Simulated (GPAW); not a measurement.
TiO2 in GPAW: the effect of functional

The system is TiO2.

```
CELL_PARAMETERS angstrom
2.70603 -2.70666 0.00000
2.70603 2.70666 0.00000
-2.63353 0.00000 4.79664
ATOMIC_POSITIONS crystal
Ti 0.86589 0.13411 0.75000
Ti 0.13411 0.86589 0.25000
O 0.08876 0.33122 0.16715
O 0.91124 0.66878 0.83285
O 0.66878 0.91124 0.33285
O 0.33122 0.08876 0.66715
```

The cell is a database's computed one.

Alike in all runs:

```yaml
Program: GPAW 26.7.0
Task: band structure
Cutoff: 800 eV
Basis: pw
k_mesh: 5 × 5 × 4
Occupations: fermi-dirac, width 0.05 eV
Spin: no spin polarisation
```

Q: One run gave: gap on the mesh 2.06 eV; pressure -0.7 GPa; largest force 0.10 eV/Å. Which functional did it use?
A. LDA
B. PBEsol
C. PBE

A: C.

| functional | potentials or basis | gap on the mesh (eV) | pressure (GPa) | largest force (eV/Å) |
| --- | --- | --- | --- | --- |
| LDA | the program's PAW data sets (release 1.2.1) made for this functional | 1.96 | -12.0 | 0.32 |
| PBE | GPAW PAW data sets (gpaw-data 1.2.1) | 2.06 | -0.7 | 0.10 |
| PBEsol | PAW data sets generated in the run's folder for this functional | 2.01 | -6.4 | 0.20 |

